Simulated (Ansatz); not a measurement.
**Nb: strong compression**

How does Nb (omega type) answer strong compression, and how long do frozen cores keep up with all electrons? Methods of the runs shown: LAPW, crystal datasets and norm-conserving. Companion runs by PAW are cited. Its runs: the reference run (LAPW); volume scaled by 1 (crystal datasets and norm-conserving); volume scaled by 0.88 (LAPW); volume scaled by 0.78 (LAPW); volume scaled by 0.68 (LAPW); volume scaled by 0.43 (LAPW, crystal datasets and norm-conserving).

Program: Ansatz 0.2.0. Level of theory: DFT PBE, with the methods named in each step. These are calculated values, not measurements.

2 further runs of the same task are left out: 2 that didn't finish.

**1. Starting point**

The structure is hexagonal, space group P6/mmm (No. 191). Conventional cell: a = 4.884 Å, b = 4.884 Å, c = 2.685 Å, α = 90.00°, β = 90.00°, γ = 120.00°. Nb (site symmetry 6/mmm) is surrounded by 2 Nb at 2.69 Å. Around Nb (site symmetry -6m2) lie 5 Nb at 2.69 to 2.82 Å.

Structure file:

```
Nb
1.0
     4.88416    0.00000    0.00000
    -2.44208    4.22980    0.00000
     0.00000    0.00000    2.68506
Nb
3
Direct
  0.00000 0.00000 0.00000
  0.33333 0.66667 0.50000
  0.66667 0.33333 0.50000
```

Whether this phase is the stable one at these pressures isn't tested.

Atoms are numbered in the order of the input: Nb1, Nb2, Nb3.

**2. The reference volume, LAPW**

Input file input.yaml:

```yaml
crystal:
  lattice:
    - [4.884157346, 0.0, 0.0]
    - [-2.442078673, 4.2298043377, 0.0]
    - [0.0, 0.0, 2.6850557581]
  atoms:
    - { symbol: Nb, position: [0.0, 0.0, 0.0] }
    - { symbol: Nb, position: [0.3333333333, 0.6666666667, 0.5] }
    - { symbol: Nb, position: [0.6666666667, 0.3333333333, 0.5] }
kpoints:
  mp_grid: { grid: [9, 9, 12] }
  band_path:
    path:
      - [0.0, 0.0, 0.0]
      - [0.5, 0.0, 0.0]
      - [0.3333333333, 0.3333333333, 0.0]
      - [0.0, 0.0, 0.0]
      - [0.0, 0.0, 0.5]
      - [0.5, 0.0, 0.5]
      - [0.3333333333, 0.3333333333, 0.5]
      - [0.0, 0.0, 0.5]
      - [0.5, 0.0, 0.5]
    npoints: 14
scf:
  occupations: { method: fermi_dirac, width: 0.05 }
hamiltonian:
  xc: pbe
  pseudopotentials: { kind: all_electron, lapw: { basis_error: 0.001 } }
output:
  forces: true
  stress: true
  eigenvalues: true
  populations: true
  dos: { projected: true, de: 0.2, e_range: [-14, 8] }
```

Command:

```
> ansatz run input.yaml --threads 1 --pin off --max-ram 3072MiB --backend cpu --events-out ev --progress --plain --runs-dir out
```

**3. Volume scaled by 1, crystal datasets**

Input file input.yaml:

```yaml
crystal:
  lattice:
    - [4.884157346, 0.0, 0.0]
    - [-2.442078673, 4.2298043377, 0.0]
    - [0.0, 0.0, 2.6850557581]
  atoms:
    - { symbol: Nb, position: [0.0, 0.0, 0.0] }
    - { symbol: Nb, position: [0.3333333333, 0.6666666667, 0.5] }
    - { symbol: Nb, position: [0.6666666667, 0.3333333333, 0.5] }
kpoints:
  mp_grid: { grid: [9, 9, 12] }
scf:
  occupations: { method: fermi_dirac, width: 0.05 }
hamiltonian:
  xc: pbe
  pseudopotentials: { kind: all_electron, datasets: crystal }
output:
  forces: true
  stress: true
  eigenvalues: true
```

**4. Volume scaled by 1, norm-conserving**

Changes to input.yaml since step 3:

```diff
@@ -15,3 +15,3 @@
   xc: pbe
-  pseudopotentials: { kind: all_electron, datasets: crystal }
+  pseudopotentials: { kind: nc }
 output:
```

**5. Volume scaled by 0.88, LAPW**

Changes to input.yaml since step 4:

```diff
@@ -2,5 +2,5 @@
   lattice:
-    - [4.884157346, 0.0, 0.0]
-    - [-2.442078673, 4.2298043377, 0.0]
-    - [0.0, 0.0, 2.6850557581]
+    - [4.6673641556, 0.0, 0.0]
+    - [-2.3336820778, 4.0420559274, 0.0]
+    - [0.0, 0.0, 2.5874496101]
   atoms:
@@ -15,3 +15,3 @@
   xc: pbe
-  pseudopotentials: { kind: nc }
+  pseudopotentials: { kind: all_electron, lapw: { basis_error: 0.001 } }
 output:
@@ -20 +20,2 @@
   eigenvalues: true
+  populations: true
```

**6. Volume scaled by 0.78, LAPW**

Changes to input.yaml since step 5:

```diff
@@ -2,5 +2,5 @@
   lattice:
-    - [4.6673641556, 0.0, 0.0]
-    - [-2.3336820778, 4.0420559274, 0.0]
-    - [0.0, 0.0, 2.5874496101]
+    - [4.4741157072, 0.0, 0.0]
+    - [-2.2370578536, 3.8746978619, 0.0]
+    - [0.0, 0.0, 2.4958172482]
   atoms:
@@ -11,2 +11,14 @@
   mp_grid: { grid: [9, 9, 12] }
+  band_path:
+    path:
+      - [0.0, 0.0, 0.0]
+      - [0.5, 0.0, 0.0]
+      - [0.3333333333, 0.3333333333, 0.0]
+      - [0.0, 0.0, 0.0]
+      - [0.0, 0.0, 0.5]
+      - [0.5, 0.0, 0.5]
+      - [0.3333333333, 0.3333333333, 0.5]
+      - [0.0, 0.0, 0.5]
+      - [0.5, 0.0, 0.5]
+    npoints: 8
 scf:
@@ -21 +33,2 @@
   populations: true
+  dos: { projected: true, de: 0.2, e_range: [-14, 8] }
```

**7. Volume scaled by 0.68, LAPW**

Input file input.yaml:

```yaml
crystal:
  lattice:
    - [4.2639340662, 0.0, 0.0]
    - [-2.1319670331, 3.6926752214, 0.0]
    - [0.0, 0.0, 2.3956344707]
  atoms:
    - { symbol: Nb, position: [0.0, 0.0, 0.0] }
    - { symbol: Nb, position: [0.3333333333, 0.6666666667, 0.5] }
    - { symbol: Nb, position: [0.6666666667, 0.3333333333, 0.5] }
kpoints:
  mp_grid: { grid: [9, 9, 12] }
scf:
  occupations: { method: fermi_dirac, width: 0.05 }
hamiltonian:
  xc: pbe
  pseudopotentials: { kind: all_electron, lapw: { basis_error: 0.001 } }
output:
  forces: true
  stress: true
  eigenvalues: true
  populations: true
```

**8. Volume scaled by 0.43, LAPW**

Changes to input.yaml since step 7:

```diff
@@ -2,5 +2,5 @@
   lattice:
-    - [4.2639340662, 0.0, 0.0]
-    - [-2.1319670331, 3.6926752214, 0.0]
-    - [0.0, 0.0, 2.3956344707]
+    - [3.6086410315, 0.0, 0.0]
+    - [-1.8043205158, 3.1251748064, 0.0]
+    - [0.0, 0.0, 2.1150161678]
   atoms:
@@ -11,2 +11,14 @@
   mp_grid: { grid: [9, 9, 12] }
+  band_path:
+    path:
+      - [0.0, 0.0, 0.0]
+      - [0.5, 0.0, 0.0]
+      - [0.3333333333, 0.3333333333, 0.0]
+      - [0.0, 0.0, 0.0]
+      - [0.0, 0.0, 0.5]
+      - [0.5, 0.0, 0.5]
+      - [0.3333333333, 0.3333333333, 0.5]
+      - [0.0, 0.0, 0.5]
+      - [0.5, 0.0, 0.5]
+    npoints: 8
 scf:
@@ -21 +33,2 @@
   populations: true
+  dos: { projected: true, de: 0.2, e_range: [-14, 8] }
```

**9. Volume scaled by 0.43, crystal datasets**

Input file input.yaml:

```yaml
crystal:
  lattice:
    - [3.6086410315, 0.0, 0.0]
    - [-1.8043205158, 3.1251748064, 0.0]
    - [0.0, 0.0, 2.1150161678]
  atoms:
    - { symbol: Nb, position: [0.0, 0.0, 0.0] }
    - { symbol: Nb, position: [0.3333333333, 0.6666666667, 0.5] }
    - { symbol: Nb, position: [0.6666666667, 0.3333333333, 0.5] }
kpoints:
  mp_grid: { grid: [9, 9, 12] }
scf:
  occupations: { method: fermi_dirac, width: 0.05 }
hamiltonian:
  xc: pbe
  pseudopotentials: { kind: all_electron, datasets: crystal }
output:
  forces: true
  stress: true
  eigenvalues: true
```

**10. Volume scaled by 0.43, norm-conserving**

Changes to input.yaml since step 9:

```diff
@@ -15,3 +15,3 @@
   xc: pbe
-  pseudopotentials: { kind: all_electron, datasets: crystal }
+  pseudopotentials: { kind: nc }
 output:
```

(Steps that only read results are left out.)

**Question.** What will these runs give? Wanted: LAPW pressure at 0.43 of the volume; PAW pressure at 0.43 of the volume; crystal datasets pressure at 0.43 of the volume; norm-conserving pressure at 0.43 of the volume; fitted bulk modulus at zero pressure.

The runs gave:

```
                                       quantity      value
            LAPW pressure at 0.43 of the volume  659.7 GPa
             PAW pressure at 0.43 of the volume  658.4 GPa
crystal datasets pressure at 0.43 of the volume  659.7 GPa
 norm-conserving pressure at 0.43 of the volume  658.6 GPa
    fitted bulk modulus at zero pressure (LAPW)    163 GPa
                        its pressure derivative       3.78
```

In words: By LAPW the pressure climbs to 660 GPa at 0.43 of the first volume. One third-order Birch-Murnaghan curve follows these points (B₀ = 163 GPa, B′ = 3.78, misfit at most 0.11 GPa). A fit over so wide a range leans to the high pressures, so B₀ can be off by several per cent. Where LAPW's pressure is over 3 GPa, PAW's departs from it by at most 0.2 %, at 0.43 of the volume. The ions are at rest, and the electrons smeared by 0.05 eV.
